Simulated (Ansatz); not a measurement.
# CoO (Pm-3m) in Ansatz: further runs, part 2 of 2

Ansatz 0.2.0. The steps go on from the part before.

## Step 3: Density of states, PBE+U, collinear spin, antiferromagnetic start (another cell of the same crystal, with 4 atoms)

input.yaml

```yaml
crystal:
  lattice:
    - [2.57052631, 0.0, 0.0]
    - [0.0, 2.57052631, 0.0]
    - [0.0, 0.0, 5.14105262]
  atoms:
    - { symbol: Co, position: [0.0, 0.0, 0.0], spin: 2.0 }
    - { symbol: Co, position: [0.0, 0.0, 0.5], spin: -2.0 }
    - { symbol: O, position: [0.5, 0.5, 0.25] }
    - { symbol: O, position: [0.5, 0.5, 0.75] }
hamiltonian:
  xc: pbe
  pseudopotentials: { kind: paw }
  hubbard: { sites: [{ species: Co, l: d, u_eff: 3.0 }] }
magnetization:
  spin_polarized: true
kpoints:
  mp_grid: { grid: [10, 10, 5] }
scf:
  occupations: { method: fermi_dirac, width: 0.05 }
  n_extra_bands: 10
output:
  forces: true
  stress: true
  eigenvalues: true
  dos: { projected: false, de: 0.05, nscf_kmesh: { grid: [15, 15, 8] } }
```

Potentials or basis: Ansatz PAW.

The run is started by

```
$ ansatz run input.yaml --threads 2 --pin off --max-ram 5632MiB --backend cpu --events-out ev --progress --plain --runs-dir out
```

The program printed:

```text
Warning: RAYON_NUM_THREADS=2 ignored (pool sized by the plan → 2); use --threads N
Co: projections on atomic orbitals take those of the free atom [Ne] 3s2 3p6 3d7 4s2, of charge +0.00 (hamiltonian.pseudopotentials.projection_atoms); the dataset's partial waves leave at most 1.4e-6 of an orbital's norm unspanned inside its sphere
O: projections on atomic orbitals take those of the free atom [He] 2s2 2p4, of charge +0.00 (hamiltonian.pseudopotentials.projection_atoms); the dataset's partial waves leave at most 1.9e-8 of an orbital's norm unspanned inside its sphere
scf.n_extra_bands = 10 over 23 filled bands (N_el = 46.0): the run solves 33 bands
Engine: ansatz 0.2.0, aarch64-unknown-linux-gnu
Pseudopotentials: kind: paw
Pseudopotential: Co, paw, valence charge 17, recommended cutoff 420 eV (normal), Co.paw.azcp
Pseudopotential: O, paw, valence charge 6, recommended cutoff 420 eV (normal), O.paw.azcp
Functional definition: PBE
  parameter kappa = 0.804
  parameter beta = 0.06672455060314922
  exchange = pbe_x(kappa = kappa, mu = beta*pi^2/3)
  correlation = pbe_c(beta = beta)
Crystal: 4 atoms, lattice volume = 33.970 Å³
Basis set: ecut = 420 eV, 677 PW (Γ), exchange–correlation on 36×36×72 points (8 copies of the dense FFT grid, shifted against one another)
Bands: 33, of which v1, the nominal top of the filled ones, is band 23 counted from 1 (22 counted from 0)
Symmetry: 16 space group operations
Space group: P4/mmm (ITA 123), of the structure as read, at distance tolerance 3.2e-5 Å
Magnetic group: BNS 123.348 (UNI 1008), of the structure as read, at distance tolerance 3.2e-5 Å
k-points: 63 of 500
Non-local potential: Co, projectors of the file, l = 0: 3, l = 1: 2, l = 2: 3, l = 3: 1
Non-local potential: O, projectors of the file, l = 0: 2, l = 1: 2, l = 2: 1
PAW form: soft (Blöchl's): semilocal exchange-correlation on the pseudo side does not see the compensation charge
PAW one-centre angular grid: Co, 590 points (default); XC on 64 Gauss nodes
PAW one-centre angular grid: O, 110 points (default); XC on 64 Gauss nodes
Initial density: superposition of atomic densities (chi_scale 0.1, normalization cell, long waves kept (reshape's long-wave potential 0.00 eV rms))
Starting moments: Σ|m| = 4 μB on 2 of 4 sites
Starting magnetic order: antiferromagnet; a translation exchanges its spin sublattices: spin-degenerate at every k-point
Initial wavefunctions: pseudopotential atomic-orbital guess
Functional: x = pbe(κ = 0.804, μ = 0.2195149727645171), c = pbe(β = 0.06672455060314922)
[... 20 lines left out ...]
Magnetization: 0.0000 μB (23.0000 up, 23.0000 down)
Absolute magnetization: 5.2865 μB (∫|ρ↑−ρ↓|, with the PAW one-centre terms)
Spin contamination: 2.8231 ħ² per cell (⟨S²⟩ above its minimum at these occupations)
Per-site moments (μB) at R_I (Å): [(2.4800319302759, 0.9182831977919625), (-2.4800319302759, 0.9182831977919625), (-9.696824453451565e-17, 0.9182831977919625), (1.1048497232662478e-16, 0.9182831977919625)]
Free energy (F): -11381.447663 eV
Harris-Foulkes:  -11381.447663 eV  (|F-HF|=2.40e-8)
Internal energy: -11381.447663 eV  (E = F + TS)
E sigma→0 (E₀):  -11381.447663 eV
Fermi energy:    16.485874 eV
--- Per-component energies (eV) ---
  E_band       = -526.922175
  E_kinetic    = 1240.684494
  E_local      = -6385.036458  (includes V_loc(G=0)·N_el)
  E_nonlocal   = 1029.404195
  E_hartree    = 2628.678273
  E_xc         = -459.777207
  E_vxc        = -591.031679  (∫ρ·V_xc dr)
  E_hubbard    = 1.372459  (on-site DFT+U / exact-exchange correction)
  E_vhub       = -19.407256  (the Hubbard potential's part of the band-sum identity)
  E_paw        = -3354.780961  (= ΣΔE_a)
  E_vpaw       = -1058.908481  (= ΣTr[D̂ρ^β])
  E_aug_tail   = 0.004966  (compensation charges beyond the density's cutoff)
  E_ewald      = -6081.997425
  E_smearing   = -0.000000  (= −TS)
  E_closure    = 0.000000  (closes the sum)
  Σ components = -11381.447663   (vs F -11381.447663, Δ=0.00e0)
--- Forces (eV/Å), atoms counted from 1 ---
  atom   1  Co     0.00000000     0.00000000     0.00000000
  atom   2  Co    -0.00000000    -0.00000000     0.00000000
  atom   3  O      0.00000000    -0.00000000    -0.00000000
  atom   4  O      0.00000000    -0.00000000     0.00000000
  max |Σ_I F_I| component: 2.39e-29 eV/Å
--- Stress (GPa, compression-positive) ---
       17.835441       0.000000       0.000000
        0.000000      17.835441       0.000000
        0.000000       0.000000      19.943867
  P = ⅓ Tr σ = 18.5382 GPa (185.382 kbar)
--- Band table (eV; the first three rows and the last of 126) ---
  k-point 0 ↑: bands = ["-80.9132", "-77.8269", "-44.2160", "-44.1277", "-44.1277", "-41.1817", "-41.1062", "-41.1062", "-4.1123", "-2.6430", "7.2357", "10.6856", "10.8677", "10.8677", "11.0160", "11.9463", "11.9918", "13.8441", "13.8460", "13.8460", "14.5750", "14.7460", "14.7460", "17.6419", "18.1201", "18.6405", "18.6405", "22.9649", "25.3313", "32.2235", "32.2249", "32.7924", "34.4890"]
  k-point 1 ↑: bands = ["-80.9129", "-77.8266", "-44.2158", "-44.1277", "-44.1277", "-41.1825", "-41.1062", "-41.1062", "-3.9959", "-2.8157", "7.6344", "10.6953", "10.8708", "10.8830", "10.8830", "11.9464", "11.9792", "13.2993", "13.7393", "13.7393", "14.3842", "14.8620", "14.8620", "18.1199", "18.3343", "18.6010", "18.6010", "22.1580", "26.4395", "31.6953", "32.2537", "32.7187", "34.7595"]
  k-point 2 ↑: bands = ["-80.9124", "-77.8262", "-44.2154", "-44.1277", "-44.1277", "-41.1837", "-41.1062", "-41.1062", "-3.6727", "-3.2265", "8.6797", "10.0495", "10.7115", "10.9083", "10.9083", "11.9465", "11.9584", "12.8876", "13.5990", "13.5990", "13.9931", "15.0182", "15.0182", "18.1195", "18.5354", "18.5354", "19.5984", "20.9275", "28.3689", "30.2741", "32.3312", "32.5756", "35.4174"]
  k-point 62 ↓: bands = ["-80.8891", "-77.8005", "-44.2312", "-44.2312", "-44.1919", "-41.2264", "-41.2264", "-41.1571", "-1.5972", "-1.2100", "8.5246", "8.5246", "9.4301", "9.9800", "9.9800", "12.0459", "12.1147", "13.5495", "13.5495", "13.5594", "13.7118", "15.1537", "15.2349", "18.0515", "18.0515", "18.6656", "22.5516", "23.1080", "25.0998", "25.0998", "26.5841", "26.5841", "35.2332"]
Occupation matrices written to <dir>
```

Wall time 6.7 s (2 threads of Arm Neoverse V2, shared host); peak memory 0.49 GiB.

Results:

- Free energy: -11381.4477 eV
- Pressure: 18.5 GPa
- Band gap on the k mesh: 2.22 eV
- Net moment: 0.00 μB per cell
- Absolute moment: 5.29 μB per cell
- Site moments: Co +2.48, -2.48; O -0.00, +0.00 μB

Stress tensor (GPa, compression positive):
```
17.84  0.00  0.00
 0.00 17.84  0.00
 0.00  0.00 19.94
```

Levels at points of the mesh, in eV from the valence-band top:
Spin up:
| k point | band 19 | band 20 | band 21 | band 22 | band 23 | band 24 | band 25 | band 26 | band 27 | band 28 |
| --- | --- | --- | --- | --- | --- | --- | --- | --- | --- | --- |
| (0.00, 0.00, 0.00) | -1.57 | -1.57 | -0.84 | -0.67 | -0.67 | 2.23 | 2.70 | 3.23 | 3.23 | 7.55 |
| (0.00, -0.50, 0.00) | -1.60 | -0.97 | -0.93 | -0.54 | -0.35 | 2.35 | 2.87 | 2.94 | 7.14 | 7.55 |
| (-0.50, -0.50, 0.00) | -2.00 | -1.86 | -0.89 | -0.55 | -0.26 | 3.09 | 3.20 | 3.20 | 7.16 | 7.83 |
Spin down:
```
             k point  band 21  band 22  band 23  band 24  band 25  band 26
  (0.00, 0.00, 0.00)    -0.84    -0.67    -0.67     2.23     2.70     3.23
 (0.00, -0.50, 0.00)    -0.93    -0.54    -0.35     2.35     2.87     2.94
(-0.50, -0.50, 0.00)    -0.89    -0.55    -0.26     3.09     3.20     3.20
```

States per cell in windows of 1 eV (zero at the valence-band top; states under -8 eV left out):
```csv
from (eV),up,down
-8.0,0.31,0.31
-7.0,1.47,1.47
-6.0,1.44,1.44
-5.0,2.01,2.01
-4.0,1.96,1.96
-3.0,1.64,1.64
-2.0,2.33,2.33
-1.0,1.83,1.83
0.0,0.00,0.00
1.0,0.00,0.00
2.0,2.42,2.42
3.0,0.62,0.62
4.0,0.07,0.07
5.0,0.12,0.12
6.0,0.24,0.24
7.0,1.05,1.05
```

Eigenvalues of the final occupation matrices:
```csv
site,spin,trace,eigenvalues
site 1,1,4.96,0.99 0.99 0.99 0.99 0.99
site 1,2,2.42,0.15 0.15 0.16 0.98 0.99
site 2,1,2.42,0.15 0.15 0.16 0.98 0.99
site 2,2,4.96,0.99 0.99 0.99 0.99 0.99
```

Caveat: the magnetic or orbital state may not be the lowest; odd divisions of the mesh miss points on the zone boundary, where band edges often lie, so the gap on the mesh can be too wide; the pressure holds a Pulay correction of +0.8 GPa for the finite cutoff; the density of states is complete only up to the lowest level of the last band computed. A k mesh can miss the band edges.

## Step 4: Density of states, PBE+U, collinear spin, antiferromagnetic start (another cell of the same crystal, with 4 atoms)

Edit input.yaml of step 3 so:

```diff
@@ -13,3 +13,3 @@
   pseudopotentials: { kind: paw }
-  hubbard: { sites: [{ species: Co, l: d, u_eff: 3.0 }] }
+  hubbard: { sites: [{ species: Co, l: d, u_eff: 4.0 }] }
 magnetization:
@@ -26 +26,5 @@
   dos: { projected: false, de: 0.05, nscf_kmesh: { grid: [15, 15, 8] } }
+  write_density: true
+  write_potential: true
+  elf: true
+  volumetric_format: npy
```

Potentials or basis: Ansatz PAW.

The run is started by

```
$ ansatz run input.yaml --threads 2 --pin off --max-ram 5632MiB --backend cpu --events-out ev --progress --plain --runs-dir out
```

The program printed:

```text
Warning: RAYON_NUM_THREADS=2 ignored (pool sized by the plan → 2); use --threads N
Co: projections on atomic orbitals take those of the free atom [Ne] 3s2 3p6 3d7 4s2, of charge +0.00 (hamiltonian.pseudopotentials.projection_atoms); the dataset's partial waves leave at most 1.4e-6 of an orbital's norm unspanned inside its sphere
O: projections on atomic orbitals take those of the free atom [He] 2s2 2p4, of charge +0.00 (hamiltonian.pseudopotentials.projection_atoms); the dataset's partial waves leave at most 1.9e-8 of an orbital's norm unspanned inside its sphere
scf.n_extra_bands = 10 over 23 filled bands (N_el = 46.0): the run solves 33 bands
Engine: ansatz 0.2.0, aarch64-unknown-linux-gnu
Pseudopotentials: kind: paw
Pseudopotential: Co, paw, valence charge 17, recommended cutoff 420 eV (normal), Co.paw.azcp
Pseudopotential: O, paw, valence charge 6, recommended cutoff 420 eV (normal), O.paw.azcp
Functional definition: PBE
  parameter kappa = 0.804
  parameter beta = 0.06672455060314922
  exchange = pbe_x(kappa = kappa, mu = beta*pi^2/3)
  correlation = pbe_c(beta = beta)
Crystal: 4 atoms, lattice volume = 33.970 Å³
Basis set: ecut = 420 eV, 677 PW (Γ), exchange–correlation on 36×36×72 points (8 copies of the dense FFT grid, shifted against one another)
Bands: 33, of which v1, the nominal top of the filled ones, is band 23 counted from 1 (22 counted from 0)
Symmetry: 16 space group operations
Space group: P4/mmm (ITA 123), of the structure as read, at distance tolerance 3.2e-5 Å
Magnetic group: BNS 123.348 (UNI 1008), of the structure as read, at distance tolerance 3.2e-5 Å
k-points: 63 of 500
Non-local potential: Co, projectors of the file, l = 0: 3, l = 1: 2, l = 2: 3, l = 3: 1
Non-local potential: O, projectors of the file, l = 0: 2, l = 1: 2, l = 2: 1
PAW form: soft (Blöchl's): semilocal exchange-correlation on the pseudo side does not see the compensation charge
PAW one-centre angular grid: Co, 590 points (default); XC on 64 Gauss nodes
PAW one-centre angular grid: O, 110 points (default); XC on 64 Gauss nodes
Initial density: superposition of atomic densities (chi_scale 0.1, normalization cell, long waves kept (reshape's long-wave potential 0.00 eV rms))
Starting moments: Σ|m| = 4 μB on 2 of 4 sites
Starting magnetic order: antiferromagnet; a translation exchanges its spin sublattices: spin-degenerate at every k-point
[... 29 lines left out ...]
NSCF: frozen V_eff on 180 k-points
SCF converged after 12 iterations
Magnetization: 0.0000 μB (23.0000 up, 23.0000 down)
Absolute magnetization: 5.3688 μB (∫|ρ↑−ρ↓|, with the PAW one-centre terms)
Spin contamination: 2.8670 ħ² per cell (⟨S²⟩ above its minimum at these occupations)
Per-site moments (μB) at R_I (Å): [(2.5231216501267255, 0.9182831977919625), (-2.5231216501267255, 0.9182831977919625), (-1.2418350555874107e-16, 0.9182831977919625), (1.3670973028341401e-16, 0.9182831977919625)]
Free energy (F): -11381.011683 eV
Harris-Foulkes:  -11381.011683 eV  (|F-HF|=3.61e-8)
Internal energy: -11381.011683 eV  (E = F + TS)
E sigma→0 (E₀):  -11381.011683 eV
Fermi energy:    16.595747 eV
--- Per-component energies (eV) ---
  E_band       = -535.114873
  E_kinetic    = 1240.464287
  E_local      = -6382.518243  (includes V_loc(G=0)·N_el)
  E_nonlocal   = 1029.128768
  E_hartree    = 2626.496506
  E_xc         = -459.840194
  E_vxc        = -591.106565  (∫ρ·V_xc dr)
  E_hubbard    = 1.661794  (on-site DFT+U / exact-exchange correction)
  E_vhub       = -26.086429  (the Hubbard potential's part of the band-sum identity)
  E_paw        = -3354.412151  (= ΣΔE_a)
  E_vpaw       = -1058.009768  (= ΣTr[D̂ρ^β])
  E_aug_tail   = 0.004977  (compensation charges beyond the density's cutoff)
  E_ewald      = -6081.997425
  E_smearing   = -0.000000  (= −TS)
  E_closure    = 0.000000  (closes the sum)
  Σ components = -11381.011683   (vs F -11381.011683, Δ=0.00e0)
--- Forces (eV/Å), atoms counted from 1 ---
  atom   1  Co    -0.00000000    -0.00000000     0.00000000
  atom   2  Co     0.00000000    -0.00000000     0.00000000
  atom   3  O      0.00000000     0.00000000    -0.00000000
  atom   4  O      0.00000000     0.00000000     0.00000000
  max |Σ_I F_I| component: 2.39e-29 eV/Å
--- Stress (GPa, compression-positive) ---
       19.969638       0.000000       0.000000
        0.000000      19.969638       0.000000
        0.000000       0.000000      21.857546
  P = ⅓ Tr σ = 20.5989 GPa (205.989 kbar)
--- Band table (eV; the first three rows and the last of 126) ---
  k-point 0 ↑: bands = ["-81.0434", "-77.9006", "-44.3392", "-44.2563", "-44.2563", "-41.2520", "-41.1775", "-41.1775", "-4.0274", "-2.5450", "7.1674", "10.0995", "10.3780", "10.3780", "10.4563", "11.3200", "11.4345", "13.9453", "13.9469", "13.9469", "14.1122", "14.7747", "14.7747", "17.6613", "18.4748", "18.9488", "18.9488", "22.9777", "25.3697", "32.2088", "32.2113", "32.8116", "34.4790"]
  k-point 1 ↑: bands = ["-81.0429", "-77.9002", "-44.3391", "-44.2563", "-44.2563", "-41.2528", "-41.1776", "-41.1776", "-3.9102", "-2.7196", "7.5519", "10.1087", "10.3780", "10.3878", "10.3878", "11.3201", "11.4226", "13.2939", "13.8564", "13.8564", "13.9639", "14.8760", "14.8760", "18.3639", "18.4746", "18.9132", "18.9132", "22.1834", "26.4657", "31.6888", "32.2413", "32.7324", "34.7503"]
  k-point 2 ↑: bands = ["-81.0424", "-77.8997", "-44.3388", "-44.2563", "-44.2563", "-41.2541", "-41.1776", "-41.1776", "-3.5846", "-3.1345", "8.5367", "9.8034", "10.1239", "10.4037", "10.4037", "11.3202", "11.4029", "12.6444", "13.6187", "13.7374", "13.7374", "15.0127", "15.0127", "18.4743", "18.8545", "18.8545", "19.6332", "20.9609", "28.3837", "30.2790", "32.3251", "32.5782", "35.4075"]
  k-point 62 ↓: bands = ["-81.0192", "-77.8740", "-44.3593", "-44.3593", "-44.3154", "-41.2975", "-41.2975", "-41.2277", "-1.5173", "-1.0984", "8.2315", "8.2315", "9.0755", "10.0951", "10.0951", "11.5464", "12.1742", "12.9537", "13.1674", "13.3174", "13.3174", "14.5793", "15.1561", "18.3528", "18.3528", "18.9499", "22.5006", "23.0643", "25.1065", "25.1065", "26.6021", "26.6021", "35.2010"]
Occupation matrices written to <dir>
```

dos.tsv:

```text
# E-E_F[eV]	g_bin_mean(E)[states/eV]	N(E)	g_bin_mean_up(E)	g_bin_mean_dn(E)	N_up(E)	N_dn(E)
# format = ansatz-dos/2
# fermi_ev = 16.604518
# fermi_mp_grid = 15 15 8
# fermi_mp_shift = 0 0 0
# nscf_kmesh_grid = 15 15 8
# nscf_kmesh_shift = 0 0 0
# g_bin_mean(E): the states in a bin one row spacing wide, centred on E, divided by that spacing. States that the method places at a single energy (under output.dos.method: tetrahedron, those of a tetrahedron whose four corners have one energy) are counted whole in the row whose bin holds that energy (on the edge of two bins, in the lower row). The sum of g_bin_mean over a run of rows, times the row spacing, is the number of states from half a spacing under the first of them to half a spacing over the last (a plain sum, not the trapezoid rule).
-98.147881	0.000000e0	0.000000e0	0.000000e0	0.000000e0	0.000000e0	0.000000e0
-98.097881	0.000000e0	0.000000e0	0.000000e0	0.000000e0	0.000000e0	0.000000e0
-98.047881	0.000000e0	0.000000e0	0.000000e0	0.000000e0	0.000000e0	0.000000e0
-97.997881	0.000000e0	0.000000e0	0.000000e0	0.000000e0	0.000000e0	0.000000e0
-97.947881	0.000000e0	0.000000e0	0.000000e0	0.000000e0	0.000000e0	0.000000e0
-97.897881	0.000000e0	0.000000e0	0.000000e0	0.000000e0	0.000000e0	0.000000e0
[... 2355 lines left out ...]
19.902119	0.000000e0	6.600000e1	0.000000e0	0.000000e0	3.300000e1	3.300000e1
19.952119	0.000000e0	6.600000e1	0.000000e0	0.000000e0	3.300000e1	3.300000e1
```

rho_z.tsv:

```text
# z_ang	rho[e/angstrom^3]	rho_spin[e/angstrom^3]
# format = ansatz-planar-average/11
# lattice	2.570526310	0.000000000	0.000000000
# lattice	0.000000000	2.570526310	0.000000000
# lattice	0.000000000	0.000000000	5.141052620
# sites	4
# site	27	0.000000000	0.000000000	0.000000000
# site	27	0.000000000	0.000000000	2.570526310
# site	8	1.285263155	1.285263155	1.285263155
# site	8	1.285263155	1.285263155	3.855789465
0.000000	3.491584e0	5.116176e-1
0.142807	2.952888e0	4.639440e-1
0.285614	1.896246e0	3.302980e-1
0.428421	1.091019e0	1.823527e-1
0.571228	7.016459e-1	8.392550e-2
0.714035	6.054716e-1	3.375882e-2
[... 28 lines left out ...]
4.855439	1.896246e0	3.302980e-1
4.998246	2.952888e0	4.639440e-1
```

Wall time 11 s (2 threads of Arm Neoverse V2, shared host); peak memory 0.82 GiB.

Results:

```
Free energy            : -11381.0117 eV
Pressure               : 20.6 GPa
Band gap on the k mesh : 2.22 eV
Net moment             : 0.00 μB per cell
Absolute moment        : 5.37 μB per cell
Site moments           : Co +2.52, -2.52; O -0.00, +0.00 μB
```

Levels at points of the mesh, in eV from the valence-band top:
Spin up:
```
             k point  band 21  band 22  band 23  band 24  band 25  band 26
  (0.00, 0.00, 0.00)    -1.33    -0.66    -0.66     2.22     3.04     3.51
 (0.00, -0.50, 0.00)    -0.88    -0.88    -0.45     2.68     3.13     3.21
(-0.50, -0.50, 0.00)    -1.48    -0.86    -0.46     3.34     3.46     3.46
```
Spin down:
| k point | band 19 | band 20 | band 21 | band 22 | band 23 | band 24 | band 25 | band 26 | band 27 | band 28 |
| --- | --- | --- | --- | --- | --- | --- | --- | --- | --- | --- |
| (0.00, 0.00, 0.00) | -1.49 | -1.49 | -1.33 | -0.66 | -0.66 | 2.22 | 3.04 | 3.51 | 3.51 | 7.54 |
| (0.00, -0.50, 0.00) | -2.16 | -0.91 | -0.88 | -0.88 | -0.45 | 2.68 | 3.13 | 3.21 | 7.05 | 7.54 |
| (-0.50, -0.50, 0.00) | -2.19 | -2.18 | -1.48 | -0.86 | -0.46 | 3.34 | 3.46 | 3.46 | 7.06 | 7.79 |

States per cell in windows of 1 eV (zero at the valence-band top; states under -8 eV left out):
| from (eV) | up | down |
| --- | --- | --- |
| -8.0 | 0.50 | 0.50 |
| -7.0 | 1.57 | 1.57 |
| -6.0 | 1.86 | 1.86 |
| -5.0 | 2.12 | 2.12 |
| -4.0 | 1.57 | 1.57 |
| -3.0 | 1.82 | 1.82 |
| -2.0 | 2.12 | 2.12 |
| -1.0 | 1.41 | 1.41 |
| 0.0 | 0.00 | 0.00 |
| 1.0 | 0.00 | 0.00 |
| 2.0 | 1.42 | 1.42 |
| 3.0 | 1.61 | 1.61 |
| 4.0 | 0.07 | 0.07 |
| 5.0 | 0.12 | 0.12 |
| 6.0 | 0.23 | 0.23 |
| 7.0 | 1.07 | 1.07 |

Eigenvalues of the final occupation matrices:
| site | spin | trace | eigenvalues |
| --- | --- | --- | --- |
| site 1 | 1 | 4.97 | 0.99 0.99 0.99 0.99 0.99 |
| site 1 | 2 | 2.38 | 0.14 0.14 0.14 0.98 0.99 |
| site 2 | 1 | 2.38 | 0.14 0.14 0.14 0.98 0.99 |
| site 2 | 2 | 4.97 | 0.99 0.99 0.99 0.99 0.99 |

Caveat: the magnetic or orbital state may not be the lowest; odd divisions of the mesh miss points on the zone boundary, where band edges often lie, so the gap on the mesh can be too wide; the pressure holds a Pulay correction of +0.8 GPa for the finite cutoff; the density of states is complete only up to the lowest level of the last band computed.

## Step 5: The runs side by side

```tsv
U	gap on the mesh (eV)	pressure (GPa)	moment (μB)
Co d U = 2 eV	1.61	16.4	0.00
Co d U = 3 eV	2.22	18.5	0.00
Co d U = 4 eV	2.22	20.6	0.00
```

Alike in all rows: task density of states; level PBE+U; potentials or basis Ansatz PAW; spin collinear, antiferromagnetic start; cell another cell of the same crystal, with 4 atoms; k mesh 10 × 10 × 5; cutoff (eV) 420; smearing fermi-dirac 0.05 eV.

Caveats: the magnetic or orbital state may not be the lowest; odd divisions of the mesh miss points on the zone boundary, where band edges often lie, so the gap on the mesh can be too wide; the density of states is complete only up to the lowest level of the last band computed.

Total energies depend on the potentials used, so only differences within one code and one set of settings carry meaning.
